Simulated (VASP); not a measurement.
# SnTe: band structure with RPBE

**The experiment to reproduce.**

From a printed reference work, textbook, for a bulk crystal of SnTe at 300 K: band gap 0.18 eV (direct).

SnTe:

```
CELL_PARAMETERS angstrom
0.00000 3.15085 3.15085
3.15085 0.00000 3.15085
3.15085 3.15085 0.00000
ATOMIC_POSITIONS crystal
Te 0.50000 0.50000 0.50000
Sn 0.00000 0.00000 0.00000
```

| Property | Result |
| --- | --- |
| Program | VASP 6.6.1 |
| Task | band structure |
| Functional | RPBE |
| Potentials or basis | VASP PAW PBE potentials, release 64 (Te, Sn_d) |
| Cutoff | 520 eV |
| k mesh | 7 × 7 × 7 |
| Occupations | fermi-dirac, width 0.05 eV |
| Spin | no spin polarisation |
| Further INCAR settings | ALGO = Normal; EDIFF = 1e-06 |

The pressure is 3.6 GPa and the band gap along the path is 0.04 eV, indirect (least direct gap 0.07 eV).

Levels at the corners of the path, in eV from the Fermi level:
| point | band 8 | band 9 | band 10 | band 11 | band 12 | band 13 |
| --- | --- | --- | --- | --- | --- | --- |
| Γ | -2.27 | -2.27 | -2.27 | 3.27 | 3.27 | 3.27 |
| X | -5.68 | -3.86 | -3.86 | 2.10 | 4.85 | 4.85 |
| X | -5.68 | -3.86 | -3.86 | 2.10 | 4.85 | 4.85 |
| W | -4.94 | -4.94 | -0.94 | 0.77 | 4.54 | 4.54 |
| W | -4.94 | -4.94 | -0.94 | 0.77 | 4.54 | 4.54 |
| K | -5.29 | -3.37 | -2.81 | 2.93 | 3.00 | 4.12 |
| K | -5.29 | -3.37 | -2.81 | 2.93 | 3.00 | 4.12 |
| Γ | -2.27 | -2.27 | -2.27 | 3.27 | 3.27 | 3.27 |
| Γ | -2.27 | -2.27 | -2.27 | 3.27 | 3.27 | 3.27 |
| L | -1.94 | -1.94 | -0.05 | 0.03 | 0.28 | 0.28 |
| L | -1.94 | -1.94 | -0.05 | 0.03 | 0.28 | 0.28 |
| U | -5.29 | -3.37 | -2.81 | 2.93 | 3.00 | 4.12 |
| U | -5.29 | -3.37 | -2.81 | 2.93 | 3.00 | 4.12 |
| W | -4.94 | -4.94 | -0.94 | 0.77 | 4.54 | 4.54 |
| W | -4.94 | -4.94 | -0.94 | 0.77 | 4.54 | 4.54 |
| L | -1.94 | -1.94 | -0.05 | 0.03 | 0.28 | 0.28 |
| L | -1.94 | -1.94 | -0.05 | 0.03 | 0.28 | 0.28 |
| K | -5.29 | -3.37 | -2.81 | 2.93 | 3.00 | 4.12 |
| U | -5.29 | -3.37 | -2.81 | 2.93 | 3.00 | 4.12 |
| X | -5.68 | -3.86 | -3.86 | 2.10 | 4.85 | 4.85 |

Run time: 88 s on 1 thread of Intel(R) Xeon(R) Platinum 8259CL CPU @ 2.50GHz (Skylake/Cascade Lake), with other jobs on the host, peak memory 0.22 GiB.

A measured gap of SnTe is 0.18 eV (direct; 300 K; a printed reference work, textbook); the calculated 0.04 eV misses it by -0.14 eV. Spin-orbit coupling on Sn, Te is left out. The value is that of RPBE, without temperature or zero-point motion. Semilocal functionals fall short of measured gaps as a rule.

Caveat: this odd mesh misses L, where the gap lies, so gap, dielectric constants and Born charges aren't listed; the PAW data sets were made with another functional, which shifts forces and pressure a little; spin-orbit coupling is left out, which moves the levels of the heavy elements.
